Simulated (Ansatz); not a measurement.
`CCC(C)CC` + H₂ → `CCC(C)C` + CH₄  (hydrogenolysis of a C–C bond)

Gas-phase electronic energies from Ansatz, PBE0-D4/def2-TZVP geometries. CCSD(T)/CBS adds triple-zeta CCSD(T) − MP2 to the extrapolated MP2 energy (def2 sets, frozen cores). This one scheme is used for every species. DFT in def2-TZVPP. One conformer a species, not always the lowest.

```
   species  ωB97M-V energy (Eh)
`CCC(C)CC`           -237.01451
        H₂             -1.16132
 `CCC(C)C`           -197.71135
       CH₄            -40.49280
```

Question: Work out ΔE.

Answer: ΔE = (-197.71135) + (-40.49280) − (-237.01451) − (-1.16132) = -0.02832 Eh = -74.4 kJ/mol. CCSD(T)/CBS gives -72.4 kJ/mol.

Largest T1 diagnostic among the species: 0.008.

In def2-TZVPP, CCSD(T) changes the Hartree–Fock value by +22.8 kJ/mol (the triples alone add +4.1 kJ/mol) and MP2 by +25.9 kJ/mol. The D4 term adds +11.1 kJ/mol with B3LYP and +6.4 kJ/mol with PBE0; it sums over pairs of atoms, weighted by their polarisabilities, and B3LYP, whose exchange is more repulsive, gets the larger term.

B3LYP here is the variant with VWN-RPA as its local correlation; programs differ in this.
